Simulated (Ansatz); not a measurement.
**AlN: one crystal by all-electron and frozen-core methods**

The same cell of AlN is computed with all-electron LAPW, PAW on the default files and all-electron PAW on datasets made for the crystal, to set the results side by side.

Method: DFT PBE, scalar-relativistic, in Ansatz 0.2.0.

## Step 1: The structure to begin with

The structure is cubic, space group Fm-3m (No. 225). The conventional cell has a = 3.956 Å, b = 3.956 Å, c = 3.956 Å, α = 90.00°, β = 90.00°, γ = 90.00°. Al (site symmetry m-3m) has 6 N at 1.98 Å as nearest neighbours. N (site symmetry m-3m) has 6 Al at 1.98 Å as nearest neighbours.

Structure file:

```
Al N
1.0
     0.00000    1.97800    1.97800
     1.97800    0.00000    1.97800
     1.97800    1.97800    0.00000
Al N
1 1
Direct
  0.00000 0.00000 0.00000
  0.50000 0.50000 0.50000
```

The geometry is a database entry used as it stands. It may stem from high pressure or temperature, or be incomplete, so it serves as a test cell.

Atoms are numbered in the order of the input: Al1, N2.

## Step 2: All-electron LAPW

Contents of input.yaml:

```yaml
crystal:
  lattice:
    - [0.0, 1.978, 1.978]
    - [1.978, 0.0, 1.978]
    - [1.978, 1.978, 0.0]
  atoms:
    - { symbol: Al, position: [0.0, 0.0, 0.0] }
    - { symbol: "N", position: [0.5, 0.5, 0.5] }
kpoints:
  mp_grid: { grid: [10, 10, 10] }
  band_path:
    path:
      - [0.0, 0.0, 0.0]
      - [0.5, 0.0, 0.5]
      - [0.625, 0.25, 0.625]
      - [0.375, 0.375, 0.75]
      - [0.0, 0.0, 0.0]
      - [0.5, 0.5, 0.5]
      - [0.5, 0.25, 0.75]
      - [0.5, 0.0, 0.5]
    npoints: 8
scf:
  occupations: { method: fermi_dirac, width: 0.02 }
hamiltonian:
  xc: pbe
  pseudopotentials: { kind: all_electron, lapw: { basis_error: 0.001 } }
output:
  forces: true
  stress: true
  eigenvalues: true
  populations: true
  dos: { projected: true, de: 0.2, e_range: [-14, 8] }
```

## Step 3: PAW on the default files

Changes to input.yaml since step 2:

```diff
@@ -25,3 +25,3 @@
   xc: pbe
-  pseudopotentials: { kind: all_electron, lapw: { basis_error: 0.001 } }
+  pseudopotentials: { kind: paw }
 output:
@@ -30,3 +30,5 @@
   eigenvalues: true
+  efg: { contact_densities: true }
   populations: true
+  bader: true
   dos: { projected: true, de: 0.2, e_range: [-14, 8] }
```

## Step 4: All-electron PAW on datasets made for the crystal

Changes to input.yaml since step 3:

```diff
@@ -25,3 +25,3 @@
   xc: pbe
-  pseudopotentials: { kind: paw }
+  pseudopotentials: { kind: all_electron, datasets: crystal }
 output:
@@ -31,4 +31 @@
   efg: { contact_densities: true }
-  populations: true
-  bader: true
-  dos: { projected: true, de: 0.2, e_range: [-14, 8] }
```

(Steps that only read results are left out.)

Before running it: what results should come out? Wanted: pressure; gap; Bader charges.

The runs gave:

| quantity | value |
| --- | --- |
| pressure | LAPW 25.51, PAW 25.56, crystal datasets 25.51 GPa |
| gap (LAPW) | 5.19 eV, indirect from Γ to X |
| Bader charges (PAW) | Al1 +2.50, N2 -2.50 e |

In words: The pressure of 25.5 GPa pushes the cell to expand, with the atoms held in place. A gap opens: 5.19 eV, indirect from Γ to X. It is the Kohn-Sham gap of a semilocal functional, which mostly lies below the gap found in experiment. N 2p states make 95 % of the projected weight in the top eV of the valence band. The projection holds only the free atom's occupied shells (Al 3s, Al 3p, N 2s, N 2p in this range). PAW lies +0.05 GPa from LAPW in pressure and -0.01 eV in the gap.
